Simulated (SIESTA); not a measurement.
## Au under changes of volume

One of the cells (16.855 Å³/atom); the others are scaled copies at fixed shape and fractional positions:

```
Au
1.0
     0.00000    2.03500    2.03500
     2.03500    0.00000    2.03500
     2.03500    2.03500    0.00000
Au
1
Direct
  0.00000 0.00000 0.00000
```

- Program: SIESTA 5.4.2
- Functional: PBE
- Potentials or basis: PseudoDojo 0.4 standard (PBE files)
- Basis: SZ (energy shift 0.003 Ry)
- Grid cutoff: 800 Ry
- Energy shift: 0.003 Ry
- k mesh: 11 × 11 × 11
- Occupations: fermi-dirac, width 0.05 eV
- Spin: no spin polarisation

| volume (Å³/atom) | energy over the lowest point (meV/atom) | pressure (GPa) |
| --- | --- | --- |
| 15.843 | 510.45 | 59.5 |
| 16.181 | 393.24 | 52.1 |
| 16.518 | 290.64 | 45.6 |
| 16.855 | 201.22 | 39.5 |
| 17.192 | 124.11 | 34.1 |
| 17.529 | ? | ? |
| 17.866 | 0.00 | 25.1 |

Question: What does the run at 17.529 Å³/atom give?

Answer: Energy over the lowest point 57.39 meV/atom; pressure 29.4 GPa.

Worked out: A Birch-Murnaghan fit of order 3 (a polynomial in V^(-2/3)) to the other rows has no minimum within the range. It gives 57.17 meV/atom at 17.529 Å³/atom, against the run's 57.39, and -dE/dV = 29.4 GPa, against 29.4.

Energies are extrapolated to zero smearing.

Caveats: the basis has no polarisation orbitals; short orbitals over semicore shells can move pressures by several GPa; the basis of atomic orbitals isn't converged, which shifts pressures, moduli and gaps.
